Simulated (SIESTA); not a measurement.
# TiSi2: equation of state with PBEsol

The system is TiSi2.

```
CELL_PARAMETERS angstrom
0.00000 4.11752 4.26290
2.38951 0.00000 4.26290
2.38951 4.11752 0.00000
ATOMIC_POSITIONS crystal
Ti 0.75000 0.75000 0.75000
Ti 0.50000 0.50000 0.50000
Si 0.41257 0.08743 0.41257
Si 0.08743 0.41257 0.08743
Si 0.16257 0.83743 0.16257
Si 0.83743 0.16257 0.83743
```

The cell is a database's computed one.

```yaml
Program: SIESTA 5.4.2
Task: equation of state
Functional: PBEsol
Potentials_or_basis: PseudoDojo 0.4 standard (PBEsol files)
Basis: DZP (energy shift 0.003 Ry; two zetas on semicore shells)
Grid_cutoff: 800 Ry
Energy_shift: 0.003 Ry
k_mesh: 7 × 7 × 7
Occupations: fermi-dirac, width 0.05 eV
Spin: no spin polarisation
```

```yaml
Equilibrium_volume: 13.86 Å³/atom
Bulk_modulus_at_fixed_shape_and_positions: 153 GPa
Pressure_derivative_of_the_bulk_modulus: 4.4
```

Energy against volume, from the lowest point:
| volume (Å³/atom) | energy (meV/atom) |
| --- | --- |
| 13.142 | 18.81 |
| 13.421 | 6.36 |
| 13.701 | 0.32 |
| 13.981 | 0.00 |
| 14.260 | 4.78 |
| 14.540 | 14.17 |
| 14.820 | 27.70 |

All runs of the series together: 30 min on 1 thread of Arm Neoverse V2 (shared host).

Caveat: the cell was scaled at fixed shape and fractional positions, which overstates the stiffness of a crystal with free parameters, most of all of layers and chains; the basis of atomic orbitals isn't converged, which shifts pressures, moduli and gaps.
